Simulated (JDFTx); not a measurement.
# GaN (F-43m) in JDFTx: notebook

Aim: see how the results for GaN move with the level of theory and the settings. Levels: LDA, PBEsol. Tasks: single point.

Program: JDFTx 1.7.0 (patched build). These are calculated values, not measurements. Logs are shortened: lines on timing, memory, paths and dates and some standing lists are left out, and cuts for length are marked. The log counts tension as positive stress, the text compression.

**Measured values to compare with.**

A printed reference work, textbook reports, for a bulk crystal of GaN at 0 K: band gap 3.299 eV (direct).

The runs below are set against these values where they give the same quantity.

### 1 The crystal as given

It takes space group F-43m (No. 216, cubic). Conventional cell: a = 4.507 Å, b = 4.507 Å, c = 4.507 Å, α = 90.00°, β = 90.00°, γ = 90.00°. Around Ga (site symmetry -43m) lie 4 N at 1.95 Å. Around N (site symmetry -43m) lie 4 Ga at 1.95 Å.

The cell is a database's computed one.

### 2 Single point, LDA

Input file GaN.in:

```
include GaN.lattice
coords-type Lattice
include GaN.ionpos

ion-species pseudo/Ga.upf
ion-species pseudo/N.upf
elec-cutoff 42 336
elec-ex-corr lda-PW
kpoint-folding 10 10 10
elec-smearing Fermi 0.0018374661
elec-n-bands 15
electronic-SCF nIterations 100 energyDiffThreshold 1e-09
electronic-minimize nIterations 30 energyDiffThreshold 1e-7
converge-empty-states yes
forces-output-coords Cartesian

dump-name run.$VAR
dump End Ecomponents EigStats BandEigs Kpoints Forces Stress ElecDensity
```

Input file GaN.lattice:

```
lattice \
    0.0000000000     4.2584989699     4.2584989699 \
    4.2584989699     0.0000000000     4.2584989699 \
    4.2584989699     4.2584989699     0.0000000000
```

Input file GaN.ionpos:

```
ion Ga     0.0000000000     0.0000000000     0.0000000000 1
ion N      0.2500000000     0.2500000000     0.2500000000 1
```

Potentials or basis: PseudoDojo-SR-LDA-0.4.1-standard with smoothed tails.

On the command line:

```sh
$ jdftx -c 1 -i GaN.in -o GaN.out
```

Output:

```text
*************** JDFTx 1.7.0 (patched build) ***************

Input parsed successfully to the following command list (including defaults):
[... the input with its defaults ...]

---------- Setting up symmetries ----------

Found 48 point-group symmetries of the bravais lattice
Found 24 space-group symmetries with basis
Applied RMS atom displacement 0 bohrs to make symmetries exact.

---------- Initializing the Grid ----------
R =
[            0       4.2585       4.2585  ]
[       4.2585            0       4.2585  ]
[       4.2585       4.2585            0  ]
unit cell volume = 154.454
G =
[  -0.737723   0.737723   0.737723  ]
[   0.737723  -0.737723   0.737723  ]
[   0.737723   0.737723  -0.737723  ]
Minimum fftbox size, Smin = [  52  52  52  ]
Chosen fftbox size, S = [  54  54  54  ]

---------- Initializing tighter grid for wavefunction operations ----------
R =
[            0       4.2585       4.2585  ]
[       4.2585            0       4.2585  ]
[       4.2585       4.2585            0  ]
unit cell volume = 154.454
G =
[  -0.737723   0.737723   0.737723  ]
[   0.737723  -0.737723   0.737723  ]
[   0.737723   0.737723  -0.737723  ]
Minimum fftbox size, Smin = [  36  36  36  ]
Chosen fftbox size, S = [  36  36  36  ]

---------- Exchange Correlation functional ----------
Initalized Slater LDA exchange.
Initalized Perdew-Wang LDA correlation.

---------- Setting up pseudopotentials ----------
Width of ionic core gaussian charges (only for fluid interactions / plotting) set to 0

Reading pseudopotential file 'pseudo/Ga.upf':
  'Ga' pseudopotential, 'SLA  PW   NOGX NOGC' functional
  Generated using ONCVPSP code by D. R. Hamann
  13 valence electrons, 3 orbitals, 6 projectors, 1001 radial grid points, with lMax = 2
    3D    l: 2   occupation: 10.0   eigenvalue: -0.713198
    4S    l: 0   occupation:  2.0   eigenvalue: -0.337001
    4P    l: 1   occupation:  1.0   eigenvalue: -0.100440
  Core radius for overlap checks: 1.84 bohrs.

Reading pseudopotential file 'pseudo/N.upf':
  'N' pseudopotential, 'SLA  PW   NOGX NOGC' functional
  Generated using ONCVPSP code by D. R. Hamann
  5 valence electrons, 2 orbitals, 4 projectors, 1001 radial grid points, with lMax = 1
    2S    l: 0   occupation:  2.0   eigenvalue: -0.676963
    2P    l: 1   occupation:  3.0   eigenvalue: -0.266038
  Core radius for overlap checks: 1.31 bohrs.

Initialized 2 species with 2 total atoms.

Folded 1 k-points by 10x10x10 to 1000 k-points.

---------- Setting up k-points, bands, fillings ----------
Adding inversion symmetry to k-mesh for non-inversion-symmetric unit cell.
Reduced to 47 k-points under symmetry.
Computing the number of bands and number of electrons
Calculating initial fillings.
nElectrons:  18.000000   nBands: 15   nStates: 47

----- Setting up reduced wavefunction bases (one per k-point) -----
average nbasis = 2007.617 , ideal nbasis = 2008.018

---------- Setting up ewald sum ----------
Optimum gaussian width for ewald sums = 1.934137 bohr.
Real space sum over 1331 unit cells with max indices [  5  5  5  ]
Reciprocal space sum over 2197 terms with max indices [  6  6  6  ]

---------- Allocating electronic variables ----------
Initializing wave functions:  linear combination of atomic orbitals
Note: number of bands (15) exceeds available atomic orbitals (13)
Ga pseudo-atom occupations:   s ( 2 )  p ( 1 )  d ( 10 )
N pseudo-atom occupations:   s ( 2 )  p ( 3 )
	FillingsUpdate:  mu: +0.559167851  nElectrons: 18.000000
LCAOMinimize: Iter:   0  F: -77.1978102409644009  |grad|_K:  8.119e-03  alpha:  1.000e+00
	FillingsUpdate:  mu: +0.433159875  nElectrons: 18.000000
LCAOMinimize: Iter:   1  F: -77.3299362098738214  |grad|_K:  3.848e-04  alpha:  3.469e-01  linmin: -4.966e-01  cgtest:  9.216e-01
LCAOMinimize: Encountered beta<0, resetting CG.
[... 5 lines of inner loops ...]
LCAOMinimize: Iter:   4  F: -77.3302231478738520  |grad|_K:  1.137e-06  alpha:  4.907e-01  linmin: -1.426e-05  cgtest:  2.721e-04
	FillingsUpdate:  mu: +0.427168246  nElectrons: 18.000000
LCAOMinimize: Iter:   5  F: -77.3302231523458659  |grad|_K:  5.441e-08  alpha:  6.542e-01  linmin:  3.561e-04  cgtest: -1.362e-03
LCAOMinimize: Converged (|Delta F|<1.000000e-06 for 2 iters).

-------- Electronic minimization -----------
Will mix electronic density at each iteration.
	FillingsUpdate:  mu: +0.427168246  nElectrons: 18.000000
	FillingsUpdate:  mu: +0.413035980  nElectrons: 18.000000
SCF: Cycle:  0   F: -77.368263845980479   dF: -3.804e-02   |Residual|: 5.184e-02   |deigs|: 2.684e-01
	FillingsUpdate:  mu: +0.407713891  nElectrons: 18.000000
SCF: Cycle:  1   F: -77.369722174692157   dF: -1.458e-03   |Residual|: 2.065e-02   |deigs|: 9.986e-03
	FillingsUpdate:  mu: +0.409090840  nElectrons: 18.000000
SCF: Cycle:  2   F: -77.369781163089002   dF: -5.899e-05   |Residual|: 8.965e-03   |deigs|: 3.281e-03
	FillingsUpdate:  mu: +0.409608627  nElectrons: 18.000000
SCF: Cycle:  3   F: -77.369788300742968   dF: -7.138e-06   |Residual|: 1.132e-03   |deigs|: 1.069e-03
	FillingsUpdate:  mu: +0.409738348  nElectrons: 18.000000
SCF: Cycle:  4   F: -77.369789071941497   dF: -7.712e-07   |Residual|: 3.759e-04   |deigs|: 4.734e-04
	FillingsUpdate:  mu: +0.409776882  nElectrons: 18.000000
SCF: Cycle:  5   F: -77.369789240659429   dF: -1.687e-07   |Residual|: 1.155e-04   |deigs|: 3.407e-04
	FillingsUpdate:  mu: +0.409785912  nElectrons: 18.000000
SCF: Cycle:  6   F: -77.369789288336747   dF: -4.768e-08   |Residual|: 4.204e-05   |deigs|: 6.349e-04
	FillingsUpdate:  mu: +0.409783508  nElectrons: 18.000000
SCF: Cycle:  7   F: -77.369789301049693   dF: -1.271e-08   |Residual|: 1.479e-05   |deigs|: 3.127e-04
	FillingsUpdate:  mu: +0.409783916  nElectrons: 18.000000
SCF: Cycle:  8   F: -77.369789305230967   dF: -4.181e-09   |Residual|: 8.294e-06   |deigs|: 2.558e-04
	FillingsUpdate:  mu: +0.409783635  nElectrons: 18.000000
SCF: Cycle:  9   F: -77.369789306182767   dF: -9.518e-10   |Residual|: 1.820e-06   |deigs|: 1.653e-04
	FillingsUpdate:  mu: +0.409783702  nElectrons: 18.000000
SCF: Cycle: 10   F: -77.369789306524353   dF: -3.416e-10   |Residual|: 7.450e-07   |deigs|: 1.420e-04
SCF: Converged (|Delta E|<1.000000e-09 for 2 iters).

Setting wave functions to eigenvectors of Hamiltonian
Converging empty states (this may take a while):
EmptyStates: None of the convergence criteria satisfied.
|deigs|: 1.363e-03

# Stress tensor in Cartesian coordinates [Eh/a0^3]:
[  0.000229697            0            0  ]
[            0  0.000229697            0  ]
[            0            0  0.000229697  ]

# Ionic positions in lattice coordinates:
ion Ga   0.000000000000000   0.000000000000000   0.000000000000000 1
ion N   0.250000000000000   0.250000000000000   0.250000000000000 1

# Forces in Cartesian coordinates:
force Ga  -0.000000000000000   0.000000000000000   0.000000000000000 1
force N   0.000000000000000  -0.000000000000000  -0.000000000000000 1

# Energy components:
   Eewald =      -58.3371585566606043
       EH =       21.7735252372926418
     Eloc =      -57.1574140432467246
      Enl =      -39.3257547867032571
      Exc =      -23.6605466335813688
 Exc_core =        9.4041639109081672
       KE =       69.9333955654738588
-------------------------------------
     Etot =      -77.3697893065173048
       TS =        0.0000000000070473
-------------------------------------
        F =      -77.3697893065243534

IonicMinimize: Iter:   0  F: -77.369789306524353  |grad|_K:       -nan
IonicMinimize: None of the convergence criteria satisfied after 0 iterations.

#--- Lowdin population analysis ---
# oxidation-state Ga +0.784
# oxidation-state N -0.756

Dumping 'run.eigStats' ...
	eMin: -0.204425 at state 0 ( [ +0.000000 +0.000000 +0.000000 ] spin 0 )
	HOMO: +0.375644 at state 0 ( [ +0.000000 +0.000000 +0.000000 ] spin 0 )
	mu  : +0.409784
	LUMO: +0.440683 at state 0 ( [ +0.000000 +0.000000 +0.000000 ] spin 0 )
	eMax: +1.190722 at state 43 ( [ +0.100000 +0.500000 -0.400000 ] spin 0 )
	HOMO-LUMO gap: +0.065039
	Optical gap  : +0.065039 at state 0 ( [ +0.000000 +0.000000 +0.000000 ] spin 0 )
WARNING: the last solve of the electrons (or of bands or displaced states from it) ended unconverged.
Done!
[note: mu as printed may lie anywhere between the filled and the empty levels]
```

Run time: 48 s. Hardware: 1 thread of Intel Xeon Platinum 8488C (Sapphire Rapids), shared host; peak memory 0.1 GiB.

Results:

```yaml
Free_energy: -2105.3392 eV
Pressure: -6.8 GPa
Band_gap_on_the_k_mesh: 1.77 eV, direct
Loewdin_charges: Ga +0.78; N -0.76 e
```

Caveat: the empty levels aren't tightly converged.

### 3 Single point, PBEsol

Input file GaN.in:

```
lattice \
    0.0000000000     4.2584989699     4.2584989699 \
    4.2584989699     0.0000000000     4.2584989699 \
    4.2584989699     4.2584989699     0.0000000000
coords-type Lattice
ion Ga     0.0000000000     0.0000000000     0.0000000000 1
ion N      0.2500000000     0.2500000000     0.2500000000 1

ion-species pseudo/Ga.upf
ion-species pseudo/N.upf
elec-cutoff 42 336
elec-ex-corr gga-PBEsol
kpoint-folding 10 10 10
elec-smearing Fermi 0.0018374661
elec-n-bands 15
electronic-SCF nIterations 100 energyDiffThreshold 1e-09
electronic-minimize nIterations 30 energyDiffThreshold 1e-7
converge-empty-states yes
forces-output-coords Cartesian

dump-name run.$VAR
dump End Ecomponents EigStats BandEigs Kpoints Forces Stress ElecDensity Dtot KEdensity
```

Potentials or basis: PseudoDojo-SR-PBEsol-0.4.1-standard with smoothed tails.

On the command line:

```sh
$ jdftx -c 1 -i GaN.in -o GaN.out
```

Wall time 56 s (1 thread of Intel Xeon Platinum 8488C (Sapphire Rapids), shared host); peak memory 0.11 GiB.

It converged, with:

```
Free energy            : -2099.2640 eV
Pressure               : -0.9 GPa
Band gap on the k mesh : 1.71 eV, direct
Loewdin charges        : Ga +0.79; N -0.76 e
```

Levels at points of the mesh, in eV from the valence-band top:
```csv
k point,band 5,band 6,band 7,band 8,band 9,band 10,band 11
"(0.00, 0.00, 0.00)",-13.23,-13.23,0.00,0.00,0.00,1.71,10.25
"(0.00, 0.00, 0.50)",-13.19,-11.92,-7.10,-0.97,-0.97,4.59,8.64
"(0.00, 0.50, 0.50)",-13.16,-11.46,-6.17,-2.72,-2.72,3.25,6.58
```

Caveat: the empty levels aren't tightly converged.

### 4 Single point, LDA

Input file GaN.in:

```
lattice \
    0.0000000000     4.2584989699     4.2584989699 \
    4.2584989699     0.0000000000     4.2584989699 \
    4.2584989699     4.2584989699     0.0000000000
coords-type Cartesian
ion Ga     0.0000000000     0.0000000000     0.0000000000 1
ion N      2.1292494849     2.1292494849     2.1292494849 1

ion-species pseudo/Ga.upf
ion-species pseudo/N.upf
elec-cutoff 50 400
elec-ex-corr lda-PW
kpoint-folding 6 6 6
elec-smearing Fermi 0.0018374661
elec-n-bands 15
electronic-SCF nIterations 100 energyDiffThreshold 1e-09
electronic-minimize nIterations 30 energyDiffThreshold 1e-7
converge-empty-states yes
forces-output-coords Cartesian

dump-name run.$VAR
dump End Ecomponents EigStats BandEigs Kpoints Forces Stress ElecDensity
```

Potentials or basis: SG15-PBE-1.2 with smoothed tails.

On the command line:

```sh
$ jdftx -c 1 -i GaN.in -o GaN.out
```

Wall time 43 s (1 thread of Arm Neoverse V1, shared host); peak memory 0.1 GiB.

Results (log left out):

- Free energy: -2050.9161 eV
- Pressure: -6.0 GPa
- Band gap on the k mesh: 1.54 eV, direct

Levels at points of the mesh, in eV from the valence-band top:
```tsv
k point	band 6	band 7	band 8	band 9	band 10	band 11	band 12	band 13
(0.00, 0.00, 0.00)	-12.86	0.00	0.00	0.00	1.54	9.98	9.98	9.98
(0.00, 0.00, 0.50)	-11.71	-7.24	-1.01	-1.01	4.36	8.62	10.11	10.11
(0.00, 0.50, 0.50)	-11.31	-6.32	-2.80	-2.80	3.18	6.37	11.52	13.72
```

Caveat: the k mesh is coarse; the potentials were made for another functional, which shifts forces and pressure.

### 5 The runs side by side

| level | potentials or basis | k mesh | cutoff (eV) | gap on the mesh (eV) | pressure (GPa) |
| --- | --- | --- | --- | --- | --- |
| LDA | PseudoDojo-SR-LDA-0.4.1-standard with smoothed tails | 10 × 10 × 10 | 1143 | 1.77 | -6.8 |
| PBEsol | PseudoDojo-SR-PBEsol-0.4.1-standard with smoothed tails | 10 × 10 × 10 | 1143 | 1.71 | -0.9 |
| LDA | SG15-PBE-1.2 with smoothed tails | 6 × 6 × 6 | 1361 | 1.54 | -6.0 |

Alike in all rows: task single point; no spin polarisation; cell as given; smearing fermi-dirac 0.05 eV.

Caveats: the empty levels aren't tightly converged (some runs); the potentials were made for another functional, which shifts forces and pressure (some runs).

Total energies depend on the potentials used, so only differences within one code and one set of settings carry meaning.

### 6 How close it comes

Step 2. Measured gap of GaN: 3.299 eV (direct; 0 K; a printed reference work, textbook). This calculation gives 1.77 eV (-1.53 eV). Spin-orbit coupling on Ga is left out. The value is that of LDA, without temperature or zero-point motion. Semilocal functionals fall short of measured gaps as a rule. The cell is a database's relaxed one, not the measured one, which moves gaps too.

Step 3. A measured gap of GaN is 3.299 eV (direct; 0 K; a printed reference work, textbook); the calculated 1.71 eV misses it by -1.59 eV. Spin-orbit coupling on Ga is left out. The value is that of PBEsol, without temperature or zero-point motion. Semilocal functionals fall short of measured gaps as a rule. The cell is a database's relaxed one, not the measured one, which moves gaps too.

Step 4. Measured gap of GaN: 3.299 eV (direct; 0 K; a printed reference work, textbook). This calculation gives 1.54 eV (-1.76 eV). So large a miss can be the level of theory's own, or it may mean another phase, state or a wrong row. Spin-orbit coupling on Ga is left out. The value is that of LDA, without temperature or zero-point motion. Semilocal functionals fall short of measured gaps as a rule. The cell is a database's relaxed one, not the measured one, which moves gaps too.
